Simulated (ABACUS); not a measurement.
# TaN under changes of volume

One of the cells (10.813 Å³/atom); the others are scaled copies at fixed shape and fractional positions:

```
CELL_PARAMETERS angstrom
0.00000 2.21132 2.21132
2.21132 0.00000 2.21132
2.21132 2.21132 0.00000
ATOMIC_POSITIONS crystal
Ta 0.50000 0.50000 0.50000
N 0.00000 0.00000 0.00000
```

The cell comes from a database or a generator and needn't be the stable form of this composition.

* Program: ABACUS 3.10.1
* Functional: PBE
* Potentials or basis: PseudoDojo NC SR 0.4.1 PBE standard
* Cutoff: 1143 eV
* Density cutoff: 4572 eV
* Basis: plane waves
* k mesh: 10 × 10 × 10
* Occupations: fermi-dirac, width 0.05 eV
* Spin: no spin polarisation

```csv
volume (Å³/atom),energy over the lowest point (meV/atom),pressure (GPa)
10.164,?,?
10.381,14.31,12.8
10.597,2.31,5.2
10.813,0.00,-1.6
11.030,6.38,-7.7
11.246,20.56,-13.2
11.462,41.73,-18.1
```

Q: What does the run at 10.164 Å³/atom give?

A: Energy over the lowest point 37.13 meV/atom; pressure 21.2 GPa.

Worked out: A Birch-Murnaghan fit of order 3 (a polynomial in V^(-2/3)) to the other rows has its minimum at 10.76 Å³/atom with B0 = V·E''(V) = 329 GPa and B' = 4.4. It gives 37.20 meV/atom at 10.164 Å³/atom, against the run's 37.13, and -dE/dV = 21.2 GPa, against 21.2.

Energies are extrapolated to zero smearing.
